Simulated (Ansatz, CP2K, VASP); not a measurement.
**ZnS: programs and potentials compared**

```
Zn S
1.0
     3.81100    0.00000    0.00000
    -1.90550    3.30042    0.00000
     0.00000    0.00000    6.23400
Zn S
2 2
Cartesian
  1.9055 1.1001 3.1170
  0.0000 2.2003 0.0000
  1.9055 1.1001 5.5171
  0.0000 2.2003 2.4001
```

Alike in all runs: task band structure; functional PBE; k mesh 8 × 8 × 5; occupations fermi-dirac, width 0.05 eV; no spin polarisation; no spin-orbit coupling. Pressure is positive in compression and, in plane waves, holds the error of the finite cutoff, which Ansatz's Pulay term estimates and takes out. Gaps are the smaller of the mesh's and the band path's.

| program and potentials | plane-wave cutoff (eV) | notes | band gap (eV) | pressure (GPa) | largest force (eV/Å) |
| --- | --- | --- | --- | --- | --- |
| CP2K, POTENTIAL_UZH Zn GTH-PBE-q12, S GTH-PBE-q6; TZVP-MOLOPT-PBE-GTH basis | - | atomic basis; 9 valence electrons an atom on average | 2.21 | 2.78 | - |
| VASP, PBE PAW files S_h, Zn, 900 eV | 900 | 9 valence electrons an atom on average | 2.25 | 2.58 | 0.324 |
| VASP, PBE PAW files S, Zn, 520 eV | 520 | 9 valence electrons an atom on average | 2.25 | 2.25 | 0.323 |
| Ansatz, PseudoDojo standard (PBE files) | 1143 | 13 valence electrons an atom on average | 2.25 | 2.32 | 0.321 |
| Ansatz, all-electron LAPW, scalar-relativistic | - | - | 2.25 | 2.35 | 0.319 |
| VASP, PBE PAW files S_GW, Zn_sv_GW, 600 eV | 600 | 13 valence electrons an atom on average | 2.25 | 1.44 | 0.321 |

Force on atom 1 (Zn), eV/Å:

| program and potentials | x | y | z |
| --- | --- | --- | --- |
| VASP, PBE PAW files S_h, Zn, 900 eV | 0.000 | 0.000 | 0.324 |
| VASP, PBE PAW files S, Zn, 520 eV | 0.000 | 0.000 | 0.323 |
| Ansatz, PseudoDojo standard (PBE files) | 0.000 | 0.000 | 0.321 |
| Ansatz, all-electron LAPW, scalar-relativistic | 0.000 | 0.000 | 0.319 |
| VASP, PBE PAW files S_GW, Zn_sv_GW, 600 eV | 0.000 | 0.000 | 0.321 |

The band gap spans 2.21 (CP2K, POTENTIAL_UZH Zn GTH-PBE-q12, S GTH-PBE-q6; TZVP-MOLOPT-PBE-GTH basis) to 2.25 eV (VASP, PBE PAW files S, Zn, 520 eV), with all-electron results at 2.25. The pressure spans 1.44 (VASP, PBE PAW files S_GW, Zn_sv_GW, 600 eV) to 2.78 GPa (CP2K, POTENTIAL_UZH Zn GTH-PBE-q12, S GTH-PBE-q6; TZVP-MOLOPT-PBE-GTH basis), with all-electron results at 2.35. Rows in atomic bases carry the error of their basis and grid, which can be large.

The functional is the same throughout but for its coding, so the spread measures potentials, basis and numerics; runs on potential files found faulty are left out.
